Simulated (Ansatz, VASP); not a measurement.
**Al35MoN36 (Mo_Al) in two plane-wave programs**

Wanted: the spread between two codes on one cell, functional and k mesh. The cell is taken from a series of runs on this material, whose earlier steps may have relaxed, scaled, displaced or heated it; both programs get it as it stands.

Method: plane waves, with VASP 6.6.1 beside it; r2SCAN, in Ansatz 0.2.0.

**1. Set-up**

The cell holds 72 atoms: 35 Al, 36 N and 1 Mo. Cell: a = 9.320 Å, b = 9.320 Å, c = 9.956 Å, α = 90.0°, β = 90.0°, γ = 120.0°. It derives from AlN (AlN (P6_3mc)). Nearest the centre at fractional (0.444, 0.556, 0.500): Mo72 at 0.29 Å, N55 at 1.86 Å, N40 at 1.98 Å, N56 at 2.02 Å, N52 at 2.03 Å, N53 at 2.99 Å, Al7 at 3.05 Å, Al22 at 3.07 Å.

Coordinates:

```xyz
72
Lattice="9.3196 0.0000 0.0000 -4.6598 8.0710 0.0000 0.0000 0.0000 9.9565" Properties=species:S:1:pos:R:3 pbc="T T T"
Al    1.5456    0.8975    2.4803
Al   -0.0184    1.7893    4.9936
Al    1.5452    0.8947    7.4738
Al   -0.0008    1.7968    9.9444
Al   -0.0383    3.5736    2.4622
Al   -1.5760    4.4919    5.0014
Al    0.0057    3.5920    7.4499
Al   -1.5559    4.4917    9.9423
Al   -1.5634    6.2805    2.4808
Al   -3.1287    7.1736    4.9747
Al   -1.5642    6.2817    7.4752
Al   -3.1122    7.1776    0.0008
Al    4.6581    0.8979    2.4809
Al    3.1068    1.7079    5.0138
Al    4.6671    0.9016    7.4791
Al    3.1030    1.7836    9.9403
Al    3.1530    3.5622    2.4003
Al    3.1124    3.5929    7.4742
Al    1.5510    4.4887    0.0116
Al    1.5483    6.3366    2.4142
Al   -0.0666    7.2093    5.0108
Al    1.5605    6.2794    7.4670
Al   -0.0138    7.1816    9.9396
Al    7.7675    0.9079    2.4800
Al    6.2117    1.7956    4.9765
Al    7.7612    0.9086    7.4718
Al    6.2123    1.7976    0.0014
Al    6.2208    3.5907    2.4785
Al    4.7259    4.4985    5.0038
Al    6.2197    3.5825    7.4760
Al    4.6694    4.4925    9.9407
Al    4.6533    6.2807    2.4767
Al    3.1242    7.2212    4.9944
Al    4.6564    6.2825    7.4689
Al    3.1110    7.1854    9.9417
N     1.5354    0.9004    4.3849
N     0.0022    1.7930    1.8850
N     1.5464    0.8972    9.3632
N     0.0003    1.7961    6.8776
N    -0.0834    3.5662    4.3566
N    -1.5573    4.4932    1.8806
N     0.0079    3.5998    9.3665
N    -1.5520    4.4891    6.8848
N    -1.5757    6.2805    4.3862
N    -3.1135    7.1755    1.9004
N    -1.5651    6.2854    9.3631
N    -3.1123    7.1750    6.8668
N     4.6555    0.8956    4.3827
N     3.1063    1.7805    1.8830
N     4.6601    0.9039    9.3648
N     3.1077    1.7901    6.8892
N     3.2135    3.4856    4.3566
N     1.5629    4.4912    1.9822
N     3.0973    3.5944    9.3796
N     1.5682    4.4868    6.8343
N     1.4993    6.4042    4.3447
N    -0.0158    7.1825    1.8797
N     1.5482    6.2758    9.3754
N    -0.0021    7.1745    6.8891
N     7.7625    0.9069    4.3784
N     6.2121    1.7955    1.9002
N     7.7611    0.9060    9.3618
N     6.2130    1.7956    6.8700
N     6.2172    3.5876    4.3783
N     4.6740    4.4902    1.8839
N     6.2117    3.5886    9.3639
N     4.6680    4.4811    6.8796
N     4.6258    6.2687    4.3824
N     3.1140    7.1869    1.8846
N     4.6547    6.2835    9.3595
N     3.1039    7.1834    6.8738
Mo    1.6872    4.5253    4.7161
```

**2. Ansatz: single point, r2SCAN**

Ansatz runs on its PAW soft_1 files.

With cell and atoms fixed, the geometry can't cause a difference; cores, projectors, grids and the points listed under the comparison can.

input.yaml

```yaml
crystal:
  checkpoint: "../qp1.relax.run"
  host: checkpoint
basis:
  ecutwfc: 500
  xc_grid: 2
hamiltonian:
  xc: r2scan
  pseudopotentials: { kind: paw, azcp: { folder: soft_1 } }
kpoints:
  mp_grid: { grid: [2, 2, 2], shift: [0.5, 0.5, 0.5] }
scf:
  occupations: { method: fermi_dirac, width: 0.01 }
  max_iter: 60
output:
  forces: true
  eigenvalues: true
  charged_corrections: { defect_position: [0.444444, 0.555556, 0.499602] }
checkpoint:
  read: "../qp1.relax.run"
  write: "../qp1.point_neutral.run"
  compress: false
  write_wavefunctions: false
  write_every: 100000
magnetization:
  spin_polarized: true
  initial_magnetization: 1
  spin_locking: { lock_magnetization: hard }
```

Launch:

```sh
$ ansatz run input.yaml --threads 4 --pin off --max-ram 15073MiB --backend cpu --events-out ev --progress --plain --runs-dir out
```

Numbers of over 12 decimals in the logs are rounded to 6 here.

Log:

```text
Warning: This run holds its total moment fixed (magnetization.spin_locking.lock_magnetization: hard) and mixes its density by anderson or broyden (scf.mixing.algorithm, typed or taken by auto). Slabs with a fixed moment have converged under broyden above another state at the same moment, at the default mixing steps and at smaller ones, and under scf.lower_state_search: standard, light or off a state that such a mixer [...]
checkpoint.read: neither the saved density nor the saved orbitals are used: the state is of another total charge, and does not settle where this run's electrons and spins go. The run starts from its atoms. Which states do: the manual's quickstart, A charge series.
crystal.checkpoint: the structure is that of <dir>, a `relax` run, at its step 16: its result, under r2scan at a charge of 1 e; 72 atoms read, 0 with a starting moment; this deck's charge is 0 e; no density is read with it (checkpoint.read); crystal.structure_sha256 for this input is
Engine: ansatz 0.2.0, aarch64-unknown-linux-gnu
Pseudopotentials: kind: paw
Pseudopotential: Al, paw, valence charge 3, recommended cutoff 500 eV (meta_gga), soft_1/Al.paw.azcp
Pseudopotential: N, paw, valence charge 5, recommended cutoff 500 eV (meta_gga), soft_1/N.paw.azcp
Pseudopotential: Mo, paw, valence charge 14, recommended cutoff 500 eV (meta_gga), soft_1/Mo.paw.azcp
Functional definition: r2SCAN
  parameter k0 = 0.174
  parameter k1 = 0.065
  parameter a1 = 4.9479
  exchange = r2scan_x(k0 = k0, k1 = k1, a1 = a1)
  correlation = r2scan_c
Crystal: 72 atoms, lattice volume = 748.907 Å³
Basis set: ecut = 500 eV, 18913 PW (Γ), exchange–correlation on 144×144×150 points (8 copies of the dense FFT grid, shifted against one another)
Bands: 222, of which v1, the nominal top of the filled ones, is band 150 counted from 1 (149 counted from 0)
Symmetry: 1 space group operations
Space group: P1 (ITA 1), of the structure as read, at distance tolerance 9.1e-5 Å
Magnetic group: BNS 1.1 (UNI 1), of the structure as read, at distance tolerance 9.1e-5 Å
k-points: 4 of 8 (time reversal used)
Non-local potential: Al, projectors of the file, l = 0: 2, l = 1: 2, l = 2: 1
Non-local potential: N, projectors of the file, l = 0: 2, l = 1: 2, l = 2: 1
Non-local potential: Mo, projectors of the file, l = 0: 3, l = 1: 2, l = 2: 2, l = 3: 1
PAW form: soft (Blöchl's): semilocal exchange-correlation on the pseudo side does not see the compensation charge
PAW frozen core: Al, regenerated for the run's functional (the file was generated under x = pbe(κ = 0.804, μ = 0.219515), c = pbe(β = 0.066725))
PAW frozen core: N, regenerated for the run's functional (the file was generated under x = pbe(κ = 0.804, μ = 0.219515), c = pbe(β = 0.066725))
PAW frozen core: Mo, regenerated for the run's functional (the file was generated under x = pbe(κ = 0.804, μ = 0.219515), c = pbe(β = 0.066725))
PAW one-centre angular grid: Al, 302 points (default); XC on 160 Gauss nodes
PAW one-centre angular grid: N, 302 points (default); XC on 160 Gauss nodes
PAW one-centre angular grid: Mo, 590 points (default); XC on 160 Gauss nodes
Initial density: superposition of atomic densities (chi_scale 0.1, normalization cell, long waves kept (reshape's long-wave potential 0.05 eV rms))
Starting moments: Σ|m| = 1 μB on 72 of 72 sites
Initial wavefunctions: pseudopotential atomic-orbital guess
Functional: x = r2scan, c = r2scan; τ floored in thin density (d = 2e-4 eV/Å³)
SCF iter   1: F=—  HF=-37543.415763 eV  |F-HF|=—  |Δ(HF+E_count)|=         —  Δρ=4.32e-2 (↑4.28e-2 ↓4.32e-2)  dr2=6.72e1  dr2_τ=2.29e0  dr2_m=4.63e-2  M=1.000 μB ∫|m|=1.057 μB  β_m=1.00  ethr=3.10e-3  ⟨swp⟩=6.0  Hψ=7290  notcnv=0  defer=269
preconditioner: auto → Resta (q_TF=auto, 2.341 Å⁻¹)  ε∞=3.9  [insulator: Δε(μ)=0.087 eV  Ē_g=13.662 eV  σ=0.010 eV  W_gap=0.97  n_scr=162 (ndim 8)  ℏωp=23.1 eV  f_vac=0.000  D(μ)=1.82/eV (n_scr^D=2)  ε∞_Penn≈3.9]
spin=Collinear: Resta preconditioning applied to the charge; magnetization (m = ρ↑ − ρ↓) channel mixes plain (no charge-response kernel on spin).
SCF iter   2: F=—  HF=-37686.442278 eV  |F-HF|=—  |Δ(HF+E_count)|=    1.43e2  Δρ=3.18e-2 (↑3.15e-2 ↓3.18e-2)  dr2=3.62e1  dr2_τ=8.30e-2  dr2_m=5.58e-2  M=1.000 μB ∫|m|=1.125 μB  β_m=1.00  ethr=3.10e-3  ⟨swp⟩=2.0  Hψ=3224  notcnv=0  defer=540  κ⁻¹=1.0e0(r=1)
[...]
atom  66  Al    -0.81807464    -0.48059488    -0.18915507
  atom  67  N      0.36874877     0.17656695    -0.01343691
  atom  68  N      0.13367932     0.15414042    -0.28700352
  atom  69  Al    -0.12840804    -0.11743985    -0.15574370
  atom  70  Al    -0.09856810    -0.05174532     0.06494137
  atom  71  N      0.10840276     0.02283567     0.03164942
  atom  72  N      0.17286028     0.23926216     0.32198618
  max |Σ_I F_I| component: 4.70e-2 eV/Å
--- Band table (eV; the first three rows and the last of 8) ---
  k-point 0 ↑: bands = [... 146 lower, 6.8291, 6.9099, 10.5596, 10.7025, 12.1175, 12.2448, 12.6913, 13.1310, ... 68 higher]
  k-point 1 ↑: bands = [... 146 lower, 6.8327, 6.9090, 10.5601, 10.7020, 12.1110, 12.2501, 12.6876, 13.1098, ... 68 higher]
  k-point 2 ↑: bands = [... 146 lower, 6.8739, 6.9279, 10.5119, 10.6805, 12.0851, 12.3602, 12.5835, 12.8616, ... 68 higher]
  k-point 3 ↓: bands = [... 146 lower, 6.8651, 6.9338, 11.0723, 12.1061, 12.2147, 12.5050, 12.7266, 12.9622, ... 68 higher]
```

**3. VASP: single point, r2SCAN**

The same cell, functional, mesh and smearing now go to VASP, with its own data sets.

Lines of VASP's logs that name or quote its potential files are left out, and so is its time.

INCAR

```
SYSTEM = Al35MoN36
PREC = Accurate
ENCUT = 580
EDIFF = 1E-06
NELM = 200
ISMEAR = -1
SIGMA = 0.01
LREAL = Auto
ALGO = Normal
METAGGA = R2SCAN
LASPH = .TRUE.
NBANDS = 200
ISPIN = 2
MAGMOM = 0 0 0 0 0 0 -0 0 0 -0 0 -0 0 0 -0 0 0 0 -0 0 0 0 0 0 0 -0 -0 0 0 -0 0 -0 0 0 0 -0 0 0 0 -0 0 -0 0 0 -0 0 -0 0 0 -0 0 0.04 0 0 0 0.03 0 0 0 -0 -0 -0 0 -0 0 -0 0 -0 0 0 0 0.44
LMAXMIX = 4
LORBIT = 11
LWAVE = .FALSE.
LCHARG = .FALSE.
ISIF = 2
ISYM = 0
NUPDOWN = 1
GGA_COMPAT = .FALSE.
LMIXTAU = .TRUE.
KPAR = 4
```

POSCAR

```
Al35MoN36
1.0
    9.3195655359      0.0000000860      0.0000000000
   -4.6597828424      8.0709804634      0.0000000000
    0.0000000000      0.0000000000      9.9564777190
Al N Mo
35 36 1
Direct
    0.2214411967      0.1111962594      0.2491147362
    0.1088718909      0.2216911772      0.5015432329
    0.2212296853      0.1108597426      0.7506450569
    0.1112253039      0.2226285412      0.9987892419
    0.2172803853      0.4427696429      0.2472981555
    0.1091706240      0.5565538484      0.5023308676
    0.2231316253      0.4450503078      0.7482450204
    0.1113199898      0.5565290671      0.9985772016
    0.2213223131      0.7781606726      0.2491608717
    0.1086887477      0.8888109785      0.4996420466
    0.2213180903      0.7783113205      0.7507856430
    0.1107048871      0.8893053501      0.0000797378
    0.5554454481      0.1112513703      0.2491747214
    0.4391676642      0.2116120412      0.5035737870
    0.5566462092      0.1117141367      0.7511773301
    0.4434502884      0.2209901252      0.9983719777
    0.5590037875      0.4413616326      0.2410775691
    0.5565497473      0.4451674445      0.7506844409
    0.4444960624      0.5561534463      0.0011638316
    0.5586932411      0.7851098118      0.2424781584
    0.4394664387      0.8932349411      0.5032719141
    0.5564541527      0.7780193126      0.7499661964
    0.4434213181      0.8898015293      0.9983010698
    0.8897059366      0.1124871990      0.2490847265
    0.7777588098      0.2224765928      0.4998208630
    0.8890720282      0.1125767264      0.7504445212
    0.7779516708      0.2227206373      0.0001360731
    0.8899396312      0.4448866899      0.2489342305
    0.7857737717      0.5573671917      0.5025638590
    0.8893138458      0.4438713397      0.7508675097
    0.7793500913      0.5566293137      0.9984176672
    0.8883938649      0.7781865783      0.2487540607
    0.7825887197      0.8947158684      0.5016230841
    0.8888389753      0.7784048239      0.7501563520
    0.7789561047      0.8902784721      0.9985112962
    0.2205326385      0.1115570574      0.4404109589
    0.1113152816      0.2221592073      0.1893203252
    0.2215084686      0.1111655501      0.9404149170
    0.1113058997      0.2225437842      0.6907669238
    0.2119775719      0.4418592853      0.4375622915
    0.1112512879      0.5567109758      0.1888784705
    0.2238577867      0.4460185533      0.9407393531
    0.1115683107      0.5562055435      0.6914861409
    0.2200054696      0.7781623908      0.4405341615
    0.1104362113      0.8890450181      0.1908741947
    0.2214447496      0.7787610686      0.9404064757
    0.1105377166      0.8889912093      0.6896825970
    0.5550285529      0.1109688217      0.4401850620
    0.4436103661      0.2206082094      0.1891250092
    0.5560365277      0.1119991309      0.9405738765
    0.4443491745      0.2217892908      0.6919344202
    0.5607480319      0.4318621535      0.4375607129
    0.4459327498      0.5564593320      0.1990909045
    0.5550164113      0.4453434125      0.9420568545
    0.4462347487      0.5559211297      0.6864154743
    0.5576172533      0.7934907916      0.4363670842
    0.4432594490      0.8899144065      0.1887935698
    0.5549149929      0.7775730205      0.9416373735
    0.4442302256      0.8889209738      0.6919186006
    0.8891074061      0.1123612084      0.4397582430
    0.7777925464      0.2224612471      0.1908483869
    0.8888992058      0.1122480156      0.9402731555
    0.7778963528      0.2224770049      0.6899994360
    0.8893675465      0.4445076849      0.4397430698
    0.7796984386      0.5563371544      0.1892166716
    0.8888409656      0.4446265113      0.9404847770
    0.7784931293      0.5552139755      0.6909714020
    0.8847031513      0.7766952243      0.4401531843
    0.7793724774      0.8904676052      0.1892878036
    0.8887140652      0.7785249488      0.9400425191
    0.7780669401      0.8900239285      0.6903800281
    0.4613813584      0.5606887727      0.4736674559
```

KPOINTS

```
Points of the shifted mesh
8
Reciprocal
 0.2500000000  0.2500000000  0.2500000000 1
 0.2500000000  0.2500000000  0.7500000000 1
 0.2500000000  0.7500000000  0.2500000000 1
 0.2500000000  0.7500000000  0.7500000000 1
 0.7500000000  0.2500000000  0.2500000000 1
 0.7500000000  0.2500000000  0.7500000000 1
 0.7500000000  0.7500000000  0.2500000000 1
 0.7500000000  0.7500000000  0.7500000000 1
```

PAW data sets: Al, N and Mo_sv (PBE family, release 64).

Launch:

```sh
$ mpirun -np 8 vasp_std
```

Log:

```text
[banner, memory and clock lines left out]
running    8 mpi-ranks, on    1 nodes
[...]
|                                                                             |
|           W    W    AA    RRRRR   N    N  II  N    N   GGGG   !!!           |
|           W    W   A  A   R    R  NN   N  II  NN   N  G    G  !!!           |
|           W    W  A    A  R    R  N N  N  II  N N  N  G       !!!           |
|           W WW W  AAAAAA  RRRRR   N  N N  II  N  N N  G  GGG   !            |
|           WW  WW  A    A  R   R   N   NN  II  N   NN  G    G                |
|           W    W  A    A  R    R  N    N  II  N    N   GGGG   !!!           |
|                                                                             |
|     For optimal performance we recommend to set                             |
|       NCORE = 2 up to number-of-cores-per-socket                            |
|     NCORE specifies how many cores store one orbital (NPAR=cpu/NCORE).      |
|     This setting can greatly improve the performance of VASP for DFT.       |
[...]
|                                                                             |
|     You enforced a specific xc type in the INCAR file but a different       |
|     [... a line on the potential file left out ...]
|     I HOPE YOU KNOW WHAT YOU ARE DOING!                                     |
|                                                                             |

 LDA part: xc-table for (None), standard interpolation
 POSCAR, INCAR and KPOINTS ok, starting setup
[...]
entering main loop
       N       E                     dE             d eps       ncg     rms          rms(c)
DAV:   1     0.130614703907E+04    0.13061E+04   -0.15684E+05  6624   0.154E+03
DAV:   2    -0.709663757871E+03   -0.20158E+04   -0.19362E+04  7960   0.313E+02
DAV:   3    -0.865108088921E+03   -0.15544E+03   -0.15363E+03  7656   0.927E+01
DAV:   4    -0.867957198735E+03   -0.28491E+01   -0.28138E+01  7632   0.129E+01
[...]
DAV:  18    -0.705179547851E+03   -0.20904E-06   -0.12651E-05  7288   0.987E-03    0.421E-03
DAV:  19    -0.705179551090E+03   -0.32397E-05   -0.36821E-06  5032   0.523E-03    0.206E-03
DAV:  20    -0.705179551344E+03   -0.25365E-06   -0.13579E-06  4504   0.314E-03
   1 F= -.70517955E+03 E0= -.70517955E+03  d E =-.302221E-11  mag=     1.0000
```

OUTCAR, selected parts (step 3):

```text
  FREE ENERGIE OF THE ION-ELECTRON SYSTEM (eV)
  ---------------------------------------------------
  free  energy   TOTEN  =      -705.1795513440 eV

  energy  without entropy=     -705.1795513440  energy(sigma->0) =     -705.17955134

 magnetization (x)
# of ion       s       p       d       tot
------------------------------------------
    1       -0.000   0.000   0.000   0.000
    2        0.001   0.001   0.000   0.003
    3        0.000   0.000   0.000   0.000
    4        0.000   0.000   0.000   0.000
    5        0.000   0.000   0.000   0.000
    6        0.001   0.001   0.000   0.002
    7       -0.001  -0.000   0.000  -0.001
    8        0.000   0.000   0.000   0.000
    9       -0.000   0.000   0.000   0.000
   10        0.000   0.000   0.000   0.000
   11        0.000   0.000   0.000   0.000
   12       -0.000  -0.000   0.000  -0.000
   13        0.000  -0.000   0.000   0.000
[...]
--------------------------------------------------
tot          0.027   0.076   0.783   0.886
```

The cell holds one magnetic atom, so no antiferromagnetic order fits into it.

**4. Differences**

Known differences besides the potentials themselves: VASP starts from the moments at which Ansatz ended; VASP keeps PBE cores, Ansatz makes them for the functional; the cutoff is 500 eV in Ansatz and 580 eV in VASP (PREC = Accurate, projectors in real space); site moments are counted in spheres of each program's own size. Total energies have different zeros and are not compared.

The two programs side by side:

| quantity | Ansatz | VASP | difference |
| --- | --- | --- | --- |
| total moment, fixed by the input (μB) | 1.00 | 1.00 | 0.00 |
| moment on Mo72 (μB) | 0.44 | 0.80 | -0.36 |

Forces on 7 of the 72 atoms, those with the largest forces and the largest differences (eV/Å; atoms numbered as in POSCAR):

| atom | Ansatz x, y, z | VASP x, y, z |
| --- | --- | --- |
| Al17 | -0.188, 0.054, 1.079 | -0.187, 0.055, 1.078 |
| Al29 | -0.856, -0.519, -0.227 | -0.859, -0.521, -0.212 |
| N40 | -0.948, -0.782, 0.103 | -0.987, -0.806, 0.099 |
| N52 | 2.381, -1.128, -0.737 | 2.452, -1.177, -0.756 |
| N55 | -0.099, 0.020, 1.538 | -0.099, 0.020, 1.582 |
| N56 | 0.368, 2.260, -0.456 | 0.363, 2.329, -0.471 |
| Mo72 | -1.517, -0.339, -0.400 | -1.543, -0.336, -0.394 |

The forces differ by 9.5 meV/Å r.m.s., which is 2.4 % of the r.m.s. force of 0.390 eV/Å (both taken over all components). The total moments and the pattern agree; the site moments differ because the programs count them in spheres of different size.

**5. What came out**

* r.m.s. force difference (single point, r2SCAN): 2.4 % of the r.m.s. force

**Reading.** The r.m.s. force difference is 2.4 % of the r.m.s. force (single point, r2SCAN), within the 3 % picked in this series as the mark of a large difference. Such differences can come from data sets, numerical settings and the points named under the comparisons, not from the functional's error against experiment.

[Lines on the potential files, build, host, timing and source positions are cut from VASP's logs without a mark.]

[Logs are printed without paths, hosts, clocks, repeated set-up lines and the standing remarks that a program may print on its own settings, such as how far it seeks lower states.]

[Hosts, paths, dates, database ids (printed as entryN), source tags and the programs' standing remarks are cut or masked in the printed files.]
